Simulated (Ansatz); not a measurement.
Starting cell, CsCl (CsCl type):

```
CsCl
1.0
    4.14031     0.00000     0.00000
    0.00000     4.14031     0.00000
    0.00000     0.00000     4.14031
Cs Cl
1 1
Cartesian
  0.00000   0.00000   0.00000
  2.07015   2.07015   2.07015
```

In this cell atom 1 (Cs, nearest neighbour Cl at 3.586 Å; its periodic images, 4.1 Å or more away, move with it) is moved by s along Cartesian x, unit vector (1.000, 0.000, 0.000); all other atoms and the cell stay fixed.

All values below come from r2SCAN (plane waves to 500 eV, PAW, scalar-relativistic; Ansatz, a first-principles code). k mesh 7×7×7 (Γ-centred), Fermi-Dirac smearing 0.05 eV. Energies are smeared free energies. CsCl was relaxed with its symmetry unable to fall. ΔE is measured from the undisplaced structure.

| s (Å) | ΔE (meV/cell) |
|---|---|
| -1.080 | withheld |
| -0.864 | 372 |
| -0.648 | 205 |
| -0.432 | 89 |
| -0.216 | 22 |
| 0.000 | 0 |
| 0.216 | 22 |
| 0.432 | 89 |
| 0.648 | 205 |
| 0.864 | 372 |
| 1.080 | withheld |

### Question
Fit an even polynomial form (powers 2, 4) to the given rows and predict ΔE at s = 1.080.

### Answer
Least squares on the 9 given rows: ΔE = (473.0)·s² + (34.14)·s⁴, in meV/cell with s in Å; root-mean-square residual 0.3 meV/cell. At 1.080 the fit gives 598 meV/cell; the calculation gives 586 meV/cell, so the extrapolation is off by 12 (+2.0 %). The quadratic term alone would give 552 meV/cell.

(For displaced atoms, the force is minus the slope of the energy, and its curvature is a force constant, which sets phonon frequencies.)
